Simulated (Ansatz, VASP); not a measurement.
# One calculation of Pt, two programs

```
Pt
1.0
     0.00000    1.89916    1.92853
     1.89916    0.00000    1.92853
     1.89916    1.89916    0.00000
Pt
1
Direct
  0.00000 0.00000 0.00000
```

Change from the starting cell: strain -0.030 along x and y, -0.015 along z, atoms carried along.

Alike in both runs: task single point; functional PBEsol; k mesh 20 × 20 × 20; occupations gaussian, width 0.15 eV; no spin polarisation.

```csv
,VASP,Ansatz
version,VASP 6.6.1,Ansatz 0.2.0
potentials or method,"VASP PAW PBE potentials, release 64 (Pt)","scalar-relativistic, plane waves, PAW"
plane-wave cutoff (eV),520,420
valence electrons in the cell,10,18
```

Ansatz gave:

| Item | Value |
| --- | --- |
| gap on the k mesh at the Fermi level (eV) | none |
| pressure (GPa) | 27.6 |
| largest component of the traceless stress (GPa) | 1.57 |

Q: What did VASP give for the same quantities?

A: gap on the k mesh at the Fermi level (eV): none; pressure (GPa): 27.4; largest component of the traceless stress (GPa): 1.57.

A gap of «none» marks a metal or a gap that the smearing closes. The two sets of potentials don't hold the same shells in valence.

Caveats: so large a pressure means that the cell lies far from this level's equilibrium, or that cutoff or potentials fall short (VASP); the potentials were made for another functional, which shifts forces and pressure (VASP). Spin-orbit coupling is left out, which matters for the levels of Pt.
